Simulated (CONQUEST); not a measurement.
# TePb (Pnma) in CONQUEST: reference runs

How does TePb come out in PBE? The cell is run as given and disturbed.

Everything below comes from runs of CONQUEST 1.3. Logs are shortened: lines on timing, memory, paths and dates and some standing lists are left out, and cuts for length are marked.

## Step 1: The crystal as given

The structure is orthorhombic, space group Pnma (No. 62). Conventional cell: a = 7.972 Å, b = 4.571 Å, c = 7.915 Å, α = 90.00°, β = 90.00°, γ = 90.00°. Around Pb (site symmetry m) lie 6 Te at 3.30 to 3.31 Å. Te (site symmetry m) is surrounded by 6 Pb at 3.30 to 3.31 Å.

The cell comes from a database or a generator and needn't be the stable form of this composition.

## Step 2: Single point, PBE

Conquest_input

```
IO.Title TePb
IO.Coordinates coords.dat
IO.FractionalAtomicCoords T
IO.Iprint 2
IO.Iprint_init 1
General.NumberOfSpecies 2
General.PseudopotentialType hamann
AtomMove.TypeOfRun static
AtomMove.FullStress T
Grid.GridCutoff 120
DM.SolutionMethod diagon
Diag.MPMesh T
Diag.GammaCentred T
Diag.MPMeshX 6
Diag.MPMeshY 4
Diag.MPMeshZ 4
Diag.kT 0.00183747
minE.SCTolerance 1e-6
SC.MaxIters 100
IO.AtomChargeOutput T
IO.DumpChargeDensity T
IO.DumpESPot T
%block ChemicalSpeciesLabel
1 207.200 Pb
2 127.600 Te
%endblock
```

coords.dat

```
    8.6371498920     0.0000000000     0.0000000000
    0.0000000000    14.9571226745     0.0000000000
    0.0000000000     0.0000000000    15.0644025021
8
  0.2500000000   0.2512549200   0.9984680700 1 T T T
  0.2500000000   0.2487450800   0.4984680700 1 T T T
  0.7500000000   0.7512549200   0.5015319300 1 T T T
  0.7500000000   0.7487450800   0.0015319300 1 T T T
  0.2500000000   0.9166170000   0.7510934300 2 T T T
  0.2500000000   0.5833830000   0.2510934300 2 T T T
  0.7500000000   0.4166170000   0.7489065700 2 T T T
  0.7500000000   0.0833830000   0.2489065700 2 T T T
```

Potentials or basis: PseudoDojo NC PBE, DZP, grid cutoff 120 Ha.

On the command line:

```sh
$ OMP_NUM_THREADS=1 Conquest
```

What it wrote:

```text
Simulation cell dimensions:     8.6371 a0 x    14.9571 a0 x    15.0644 a0

      Atomic coordinates (a0)
         Atom         X         Y         Z  Species
            1    2.1593    3.7581   15.0413        1
            2    2.1593    3.7205    7.5091        1
            3    6.4779   11.2366    7.5553        1
            4    6.4779   11.1991    0.0231        1
            5    2.1593   13.7100   11.3148        2
            6    2.1593    8.7257    3.7826        2
            7    6.4779    6.2314   11.2818        2
            8    6.4779    1.2472    3.7496        2

         Monkhorst-Pack mesh:   6 x   4 x   4 gamma-centred
        This calculation includes non-local pseudopotentials,
         with a maximum core radius of      7.54117217

    Job title: TePb
    Job to be run: static calculation

[... 5 lines left out ...]
      Using Fermi-Dirac smearing

    Integration grid size:     48 x   80 x   80

    Integration grid spacing:  0.180 a0 x 0.187 a0 x 0.188 a0

    Number of species:  2
    --------------------------------------------------------
    |   #  mass (au)  Charge (e)  SF Rad (a0)  NSF  Label  |
    --------------------------------------------------------
    |   1    207.200      14.000        7.909   18  Pb     |
    |   2    127.600      16.000        7.156   18  Te     |
    --------------------------------------------------------
          SCF tolerance:                 0.00000100
          SCF iterations:               100

    The functional used will be GGA PBE96

           radial cut-off to be used is taken to be max PAO cut-off radius for this species:    7.541172

           greatest ang. mom. for making density from PAOs:  2

           radial cut-off to be used is taken to be max PAO cut-off radius for this species:    6.952265

           greatest ang. mom. for making density from PAOs:  2
    Minimum blocs/proc is     4800. Maximum blocs/proc is     4800
    set_atom_dens: In set_atomic_density, electrons :     120.000000000000
 matrix_size & matrix_size_padH =          144         144

    Screened ion int: energy:    -525.259435660878 Ha

    new_SC_potl: Starting.  Tolerance:  0.10000E-05

    PulayMixSC: Starting Pulay mixing, A_up =  0.500 A_dn =  0.500
    PulayMixSC: Spin non-polarised calculation.
          Harris-Foulkes Energy            :      -701.024055137480900 Ha
          GroundState Energy (E-(1/2)TS)   :      -701.024059516085913 Ha
          Free Energy (E-TS)               :      -701.024063894690926 Ha
          DFT Total Energy                 :      -700.932392489553195 Ha
          Total number of electrons        :       119.999999999995779
    PulayMixSC: Pulay iteration     1 residual:              0.78413E-03
          Harris-Foulkes Energy            :      -700.984841835964744 Ha
          GroundState Energy (E-(1/2)TS)   :      -700.984914431652555 Ha
          Free Energy (E-TS)               :      -700.984987027340367 Ha
          DFT Total Energy                 :      -700.978695588046094 Ha
          Total number of electrons        :       120.000084091800446
    PulayMixSC: Pulay iteration     2 residual:              0.25719E-03
          Harris-Foulkes Energy            :      -700.982331439290078 Ha
          GroundState Energy (E-(1/2)TS)   :      -700.982372839065761 Ha
          Free Energy (E-TS)               :      -700.982414238841443 Ha
          DFT Total Energy                 :      -700.982083526314909 Ha
          Total number of electrons        :       120.000124396073616
    PulayMixSC: Pulay iteration     3 residual:              0.95698E-04
          Harris-Foulkes Energy            :      -700.982201238688845 Ha
          GroundState Energy (E-(1/2)TS)   :      -700.982245380348331 Ha
          Free Energy (E-TS)               :      -700.982289522007818 Ha
          DFT Total Energy                 :      -700.982200954988230 Ha
          Total number of electrons        :       120.000161743885954
    PulayMixSC: Pulay iteration     4 residual:              0.25246E-04
          Harris-Foulkes Energy            :      -700.982207930651384 Ha
          GroundState Energy (E-(1/2)TS)   :      -700.982250906343666 Ha
          Free Energy (E-TS)               :      -700.982293882036060 Ha
          DFT Total Energy                 :      -700.982207791997894 Ha
          Total number of electrons        :       120.000172868356614
    PulayMixSC: Pulay iteration     5 residual:              0.40416E-05
          Harris-Foulkes Energy            :      -700.982208072266531 Ha
          GroundState Energy (E-(1/2)TS)   :      -700.982251211793027 Ha
          Free Energy (E-TS)               :      -700.982294351319524 Ha
          DFT Total Energy                 :      -700.982207901131687 Ha
          Total number of electrons        :       120.000173455097453
    PulayMixSC: Pulay iteration     6 residual:              0.11623E-05
          Harris-Foulkes Energy            :      -700.982208117734672 Ha
          GroundState Energy (E-(1/2)TS)   :      -700.982251139341656 Ha
          Free Energy (E-TS)               :      -700.982294160948527 Ha
          DFT Total Energy                 :      -700.982208107527754 Ha
          Total number of electrons        :       120.000174015531641
    PulayMixSC: Pulay iteration     7 residual:              0.25304E-06
    PulayMixSC: Reached SCF tolerance of  0.25304E-06 after      7 iterations
      | Number of electrons      =       120.000174
      |* band energy as 2Tr[K.H] =      -104.575096738903326 Ha
      |  screened ion-ion energy =      -525.259435660878353 Ha
      |  Ha correction           =         1.719471696251908 Ha
      |  XC correction           =       -72.867146664960487 Ha
      | GS Energy as E-(1/2)TS   =      -700.982251139341656 Ha
      | Free Energy as E-TS      =      -700.982294160948527 Ha
      |* Harris-Foulkes energy   =      -700.982208117734672 Ha
      |* DFT total energy        =      -700.982208107527754 Ha
      |  estimated accuracy      =        -0.000000010206918 Ha

    force: Forces on atoms (Ha/a0)
    force:  Atom   X              Y              Z
    force:     1  -0.0000000000   0.0000470677   0.0000395232
    force:     2  -0.0000000000  -0.0000470677   0.0000395232
    force:     3  -0.0000000000   0.0000470677  -0.0000395232
    force:     4  -0.0000000000  -0.0000470677  -0.0000395232
    force:     5  -0.0000000000  -0.0001907491  -0.0000962458
    force:     6  -0.0000000000   0.0001907491  -0.0000962458
    force:     7  -0.0000000000  -0.0001907491   0.0000962458
    force:     8  -0.0000000000   0.0001907491   0.0000962458

    force: Maximum force :        0.00019075(Ha/a0) on atom         5 in y direction
    force: Force Residual:        0.00015720 Ha/a0
    force: Total stress:         -0.16208069     0.00000000    -0.00000000 GPa
                            -0.00000000    -0.19677380     0.00000000
                             0.00000000     0.00000000    -0.46219939
    force: Average pressure:      0.27368463 GPa

    force: Finished force
    get_E_and_F: Change in energy during last step of electronic optimisation: -0.45468E-07

    BIBLIOGRAPHY: Please consider citing the following references in the conquest.bib file

    CONQUEST:         Bowler2002pt, Miyazaki2004, Nakata2020
    Basis:            Bowler2019
    DM:               Bowler:2006xr
    Pseudopotentials: Hamann2013, Bowler2019
    XC functional:    Perdew1996
```

It took 1.7 min on 1 thread of AMD EPYC 7B13 (Zen 3), shared host; peak memory 1.6 GiB.

What came out:

| Item | Value |
| --- | --- |
| Free energy | -19074.7000 eV |
| Pressure | 0.3 GPa |
| Largest force | 0.011 eV/Å |
| Band gap on the k mesh | 0.15 eV |
| Mulliken charges | Pb +0.40; Te -0.40 e |

Forces in eV/Å, atoms in the order of the input:
```
Pb   0.000  0.002  0.002
Pb   0.000 -0.002  0.002
Pb   0.000  0.002 -0.002
Pb   0.000 -0.002 -0.002
Te   0.000 -0.010 -0.005
Te   0.000  0.010 -0.005
Te   0.000 -0.010  0.005
Te   0.000  0.010  0.005
```

Caveat: Mulliken charges move with the basis; spin-orbit coupling is left out, which as a rule narrows the gap of such compounds by several tenths of an eV; the basis of atomic orbitals isn't converged, which shifts pressures, moduli and gaps. A k mesh can miss the band edges.

## Step 3: Single point, PBE (atoms moved at random, drawn with an rms of 0.05 Å)

Edit Conquest_input of step 2 so:

```diff
@@ -20,4 +20,2 @@
 IO.AtomChargeOutput T
-IO.DumpChargeDensity T
-IO.DumpESPot T
 %block ChemicalSpeciesLabel
```

coords.dat

```
    8.6371498920     0.0000000000     0.0000000000
    0.0000000000    14.9571226745     0.0000000000
    0.0000000000     0.0000000000    15.0644025021
8
  0.2481920000   0.2516000000   0.0062210000 1 T T T
  0.2497590000   0.2484750000   0.4989900000 1 T T T
  0.7533490000   0.7533020000   0.5056430000 1 T T T
  0.7526510000   0.7507890000   0.0016620000 1 T T T
  0.2464100000   0.9207830000   0.7568460000 2 T T T
  0.2376850000   0.5854990000   0.2498030000 2 T T T
  0.7562230000   0.4148300000   0.7522830000 2 T T T
  0.7531920000   0.0842600000   0.2548700000 2 T T T
```

Potentials or basis: PseudoDojo NC PBE, DZP, grid cutoff 120 Ha.

On the command line:

```sh
$ OMP_NUM_THREADS=1 Conquest
```

What it wrote:

```text
Simulation cell dimensions:     8.6371 a0 x    14.9571 a0 x    15.0644 a0

      Atomic coordinates (a0)
         Atom         X         Y         Z  Species
            1    2.1437    3.7632    0.0937        1
            2    2.1572    3.7165    7.5170        1
            3    6.5068   11.2672    7.6172        1
            4    6.5008   11.2296    0.0250        1
            5    2.1283   13.7723   11.4014        2
            6    2.0529    8.7574    3.7631        2
            7    6.5316    6.2047   11.3327        2
            8    6.5054    1.2603    3.8395        2

         Monkhorst-Pack mesh:   6 x   4 x   4 gamma-centred
        This calculation includes non-local pseudopotentials,
         with a maximum core radius of      7.54117217

    Job title: TePb
    Job to be run: static calculation

[... 5 lines left out ...]
      Using Fermi-Dirac smearing

    Integration grid size:     48 x   80 x   80

    Integration grid spacing:  0.180 a0 x 0.187 a0 x 0.188 a0

    Number of species:  2
    --------------------------------------------------------
    |   #  mass (au)  Charge (e)  SF Rad (a0)  NSF  Label  |
    --------------------------------------------------------
    |   1    207.200      14.000        7.909   18  Pb     |
    |   2    127.600      16.000        7.156   18  Te     |
    --------------------------------------------------------
          SCF tolerance:                 0.00000100
          SCF iterations:               100

    The functional used will be GGA PBE96

           radial cut-off to be used is taken to be max PAO cut-off radius for this species:    7.541172

           greatest ang. mom. for making density from PAOs:  2

           radial cut-off to be used is taken to be max PAO cut-off radius for this species:    6.952265

           greatest ang. mom. for making density from PAOs:  2
    Minimum blocs/proc is     4800. Maximum blocs/proc is     4800
    set_atom_dens: In set_atomic_density, electrons :     120.000000000000
 matrix_size & matrix_size_padH =          144         144

    Screened ion int: energy:    -525.256771993859 Ha

    new_SC_potl: Starting.  Tolerance:  0.10000E-05

    PulayMixSC: Starting Pulay mixing, A_up =  0.500 A_dn =  0.500
    PulayMixSC: Spin non-polarised calculation.
          Harris-Foulkes Energy            :      -701.023538065247180 Ha
          GroundState Energy (E-(1/2)TS)   :      -701.023542328436747 Ha
          Free Energy (E-TS)               :      -701.023546591626314 Ha
          DFT Total Energy                 :      -700.931643310565505 Ha
          Total number of electrons        :       119.999999999999673
    PulayMixSC: Pulay iteration     1 residual:              0.78445E-03
          Harris-Foulkes Energy            :      -700.984359923620559 Ha
          GroundState Energy (E-(1/2)TS)   :      -700.984432320362203 Ha
          Free Energy (E-TS)               :      -700.984504717103960 Ha
          DFT Total Energy                 :      -700.977784347052193 Ha
          Total number of electrons        :       120.000086788183509
    PulayMixSC: Pulay iteration     2 residual:              0.25911E-03
          Harris-Foulkes Energy            :      -700.981862192459175 Ha
          GroundState Energy (E-(1/2)TS)   :      -700.981902989527498 Ha
          Free Energy (E-TS)               :      -700.981943786595707 Ha
          DFT Total Energy                 :      -700.981135584812591 Ha
          Total number of electrons        :       120.000130461257768
    PulayMixSC: Pulay iteration     3 residual:              0.10020E-03
          Harris-Foulkes Energy            :      -700.982021105671265 Ha
          GroundState Energy (E-(1/2)TS)   :      -700.982065038266342 Ha
          Free Energy (E-TS)               :      -700.982108970861532 Ha
          DFT Total Energy                 :      -700.980140632734560 Ha
          Total number of electrons        :       120.000168547802829
    PulayMixSC: Pulay iteration     4 residual:              0.65053E-04
          Harris-Foulkes Energy            :      -700.981670987692041 Ha
          GroundState Energy (E-(1/2)TS)   :      -700.981714220103981 Ha
          Free Energy (E-TS)               :      -700.981757452516035 Ha
          DFT Total Energy                 :      -700.981485664331331 Ha
          Total number of electrons        :       120.000175185381920
    PulayMixSC: Pulay iteration     5 residual:              0.24717E-04
          Harris-Foulkes Energy            :      -700.981637993834852 Ha
          GroundState Energy (E-(1/2)TS)   :      -700.981680576819599 Ha
          Free Energy (E-TS)               :      -700.981723159804346 Ha
          DFT Total Energy                 :      -700.981627253743113 Ha
          Total number of electrons        :       120.000180938934989
    PulayMixSC: Pulay iteration     6 residual:              0.51992E-05
          Harris-Foulkes Energy            :      -700.981638682688413 Ha
          GroundState Energy (E-(1/2)TS)   :      -700.981681337183318 Ha
          Free Energy (E-TS)               :      -700.981723991678336 Ha
          DFT Total Energy                 :      -700.981623876516096 Ha
          Total number of electrons        :       120.000181267633764
    PulayMixSC: Pulay iteration     7 residual:              0.51612E-05
          Harris-Foulkes Energy            :      -700.981635533598478 Ha
          GroundState Energy (E-(1/2)TS)   :      -700.981678187572925 Ha
          Free Energy (E-TS)               :      -700.981720841547371 Ha
          DFT Total Energy                 :      -700.981635302981545 Ha
          Total number of electrons        :       120.000181124443273
    PulayMixSC: Pulay iteration     8 residual:              0.98779E-06
    PulayMixSC: Reached SCF tolerance of  0.98779E-06 after      8 iterations
      | Number of electrons      =       120.000181
      |* band energy as 2Tr[K.H] =      -104.577768172415915 Ha
      |  screened ion-ion energy =      -525.256771993859047 Ha
      |  Ha correction           =         1.719721219906688 Ha
      |  XC correction           =       -72.866791886874068 Ha
      | GS Energy as E-(1/2)TS   =      -700.981678187572925 Ha
      | Free Energy as E-TS      =      -700.981720841547371 Ha
      |* Harris-Foulkes energy   =      -700.981635533598478 Ha
      |* DFT total energy        =      -700.981635302981545 Ha
      |  estimated accuracy      =        -0.000000230616934 Ha

    force: Forces on atoms (Ha/a0)
    force:  Atom   X              Y              Z
    force:     1   0.0004754680   0.0008323097  -0.0027054456
    force:     2   0.0003264932   0.0014531779   0.0025760030
    force:     3  -0.0008959237  -0.0012018746  -0.0002364864
    force:     4  -0.0011955373  -0.0006931544   0.0004388975
    force:     5   0.0001426935  -0.0005587434  -0.0022168327
    force:     6   0.0027761470   0.0005935461   0.0023999873
    force:     7  -0.0012533567   0.0005964801   0.0005738244
    force:     8  -0.0003473899  -0.0009584642  -0.0008108941

    force: Maximum force :        0.00277615(Ha/a0) on atom         6 in x direction
    force: Force Residual:        0.00235894 Ha/a0
    force: Total stress:         -0.23594396     0.09484609    -0.01955758 GPa
                             0.09484609    -0.21898539    -0.01305564
                            -0.01955758    -0.01305564    -0.57943241
    force: Average pressure:      0.34478725 GPa

    force: Finished force
    get_E_and_F: Change in energy during last step of electronic optimisation:  0.31491E-05

    BIBLIOGRAPHY: Please consider citing the following references in the conquest.bib file

    CONQUEST:         Bowler2002pt, Miyazaki2004, Nakata2020
    Basis:            Bowler2019
    DM:               Bowler:2006xr
    Pseudopotentials: Hamann2013, Bowler2019
    XC functional:    Perdew1996
```

Run time: 1.9 min. Hardware: 1 thread of AMD EPYC 7B13 (Zen 3), shared host; peak memory 1.6 GiB.

Results:

- Free energy: -19074.6844 eV
- Pressure: 0.3 GPa
- Largest force: 0.191 eV/Å
- Band gap on the k mesh: 0.15 eV
- Mulliken charges: Pb +0.40; Te -0.40 e

Forces on the atoms (eV/Å):
```
Pb   0.024  0.043 -0.139
Pb   0.017  0.075  0.132
Pb  -0.046 -0.062 -0.012
Pb  -0.061 -0.036  0.023
Te   0.007 -0.029 -0.114
Te   0.143  0.031  0.123
Te  -0.064  0.031  0.030
Te  -0.018 -0.049 -0.042
```

Caveat: Mulliken charges move with the basis; spin-orbit coupling is left out, which as a rule narrows the gap of such compounds by several tenths of an eV; the basis of atomic orbitals isn't converged, which shifts pressures, moduli and gaps.
